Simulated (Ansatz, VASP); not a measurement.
**One calculation of AlN, two programs**

```
CELL_PARAMETERS angstrom
-3.09156 -1.78491 2.52417
3.09156 -1.78491 2.52417
0.00000 3.56982 2.52417
ATOMIC_POSITIONS crystal
Al 0.04123 0.04123 0.04123
Al 0.54123 0.54123 0.04123
Al 0.54123 0.04123 0.54123
Al 0.04123 0.54123 0.54123
N 0.29121 0.29121 0.29121
N 0.79121 0.79121 0.29121
N 0.79121 0.29121 0.79121
N 0.29121 0.79121 0.79121
```

Alike in both runs: task relaxation of cell and atoms; functional PBE; dispersion D3(BJ); k mesh 6 × 6 × 6; occupations gaussian, width 0.02 eV; no spin polarisation.

```csv
,VASP,Ansatz
version,VASP 6.6.1,Ansatz 0.2.0
potentials or method,"VASP PAW PBE potentials, release 64 (Al, N)","scalar-relativistic, plane waves, PAW"
plane-wave cutoff (eV),600,420
valence electrons in the cell,32,32
```

|  | VASP | Ansatz | Ansatz less VASP |
| --- | --- | --- | --- |
| gap on the k mesh at the Fermi level, each at its own relaxed structure (eV) | 3.32 | 3.32 | +0.006 |
| relaxed volume (Å³/atom) | 10.43 | 10.45 | +0.019 |
| relaxed cell length with the largest relative difference (Å) | 4.369 | 4.372 | +0.0026 |

A k mesh can miss the band edges.
